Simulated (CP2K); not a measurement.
As:

```
As
1.0
     2.70368    0.00000    0.00000
     0.00000    2.70368    0.00000
     0.00000    0.00000    2.70368
As
1
Cartesian
  1.3518 1.3518 1.3518
```

This isn't the form of As at room conditions, which is rhombohedral.

Base run:

```yaml
Program: CP2K 2026.2
Functional: PBEsol
Potentials_or_basis: POTENTIAL_UZH As GTH-PBE-q5; TZVP-MOLOPT-PBE-GTH basis
Density_cutoff: 6123 eV
k_mesh: 10 × 10 × 10
Occupations: gaussian, width 0.02 eV
Spin: no spin polarisation
```

Its results: band gap on the k mesh none (metal or under the smearing width); pressure 1.0 GPa.

Problem. The run is repeated on the same cell with these changes: functional from PBEsol to RPBE; occupations from gaussian, width 0.02 eV to gaussian, width 0.1 eV. What comes out?

Solution. Band gap on the k mesh none (metal or under the smearing width); pressure 3.4 GPa.

Caveats: the potentials were made for another functional, which shifts forces and pressure; the basis of atomic orbitals isn't converged, which shifts pressures, moduli and gaps.
